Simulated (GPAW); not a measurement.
Here is a GPAW 26.7.0 calculation.

The input run.py:

```python
from ase import Atoms
from ase.dft.bandgap import bandgap
from ase.io import write
from ase.units import GPa
from gpaw import GPAW, PW

atoms = Atoms(['Nb'],
              cell=[[-1.654814, 1.661891, 1.663099],
                    [1.611888, -1.669776, 1.628058],
                    [1.702848, 1.717809, -1.670984]],
              scaled_positions=[[-0.002892, -0.007653, 0.005276]],
              pbc=True)

calc = GPAW(mode=PW(600),
            xc='PBE',
            kpts={'size': (11, 11, 11), 'gamma': True},
            occupations={'name': 'fermi-dirac', 'width': 0.05},
            nbands=15,
            convergence={'density': 1e-05, 'energy': 1e-05},
            maxiter=150,
            txt='gpaw.txt')
atoms.calc = calc
energy = atoms.get_potential_energy()
forces = atoms.get_forces()
stress = atoms.get_stress()
calc.write('gs.gpw')
write('result.traj', atoms)
print(f'Energy: {energy:.6f} eV')
print('Forces (eV/A):')
print(forces.round(4))
print('Stress (GPa):', (stress / GPa).round(3))
print('Fermi level:', round(calc.get_fermi_level(), 4), 'eV')
print(f'Gap: {bandgap(calc)[0]:.4f} eV, direct: {bandgap(calc, direct=True)[0]:.4f} eV')
```

Potentials or basis: GPAW PAW data sets (gpaw-data 1.2.1), pw.

Run with:

```bash
$ OMP_NUM_THREADS=1 python run.py
```

Question: Predict the band gap on the k mesh.

Answer: None (metal or under the smearing width).

Question: What does it give for the pressure?

Answer: -2.8 GPa.

Stress tensor (GPa, compression positive):
```
-2.43 -0.73  0.46
-0.73 -4.25  0.22
 0.46  0.22 -1.77
```
